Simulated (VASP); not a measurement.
A run of VASP 6.6.1 is set up as follows.

File INCAR:

```
SYSTEM = BaTiO3
PREC     = Accurate       ! precision mode
ENCUT    = 520            ! plane-wave cutoff, eV
EDIFF    = 1E-7           ! SCF threshold, eV
ISMEAR   = 0              ! smearing method
SIGMA    = 0.02           ! smearing width, eV
LREAL    = .False.        ! projectors in reciprocal space
LASPH    = .True.         ! aspherical terms in the spheres
NELM     = 60             ! most SCF steps
ALGO     = Normal         ! electronic algorithm
ISIF     = 2              ! what is computed and relaxed
LWAVE    = .False.        ! write WAVECAR
LCHARG   = .False.        ! write CHGCAR
METAGGA  = R2SCAN         ! meta-GGA
LMIXTAU  = .True.
```

Contents of KPOINTS:

```
Automatic mesh
0
Gamma
  8 8 8
  0 0 0
```

File POSCAR:

```
BaTiO3
1.0
    3.9665800000      0.0000000000      0.0000000000
    0.0000000000      3.9665800000      0.0000000000
    0.0000000000      0.0000000000      4.0656500000
Ba Ti O
1 1 3
Direct
    0.5000000000      0.5000000000      0.5821900000
    0.0000000000      0.0000000000      0.0986100000
    0.0000000000      0.5000000000      0.0638500000
    0.5000000000      0.0000000000      0.0638500000
    0.0000000000      1.0000000000      0.5515000000
```

Potentials or basis: VASP PAW PBE potentials, release 64 (Ba_sv, Ti_sv, O).

Launch:

```sh
$ cat potpaw_PBE.64/Ba_sv/POTCAR potpaw_PBE.64/Ti_sv/POTCAR potpaw_PBE.64/O/POTCAR > POTCAR
$ mpirun -np 1 vasp_std > vasp.out
```

**Question.** Predict the largest force.

**Answer.** 0.089 eV/Å.

**Question.** Estimate the pressure.

**Answer.** 3.5 GPa.

**Question.** What does it give for the band gap on the k mesh?

**Answer.** 2.21 eV, indirect (least direct gap 2.64 eV).

Forces in eV/Å, atoms in the order of the input:
```
Ba   0.000  0.000 -0.027
Ti   0.000  0.000 -0.089
O    0.000  0.000  0.030
O    0.000  0.000  0.030
O    0.000  0.000  0.056
```

Caveat: the PAW data sets were made with another functional, which shifts forces and pressure a little; spin-orbit coupling is left out, which moves the levels of the heavy elements. r2SCAN opens gaps a little over a GGA but as a rule still falls short of measured ones.
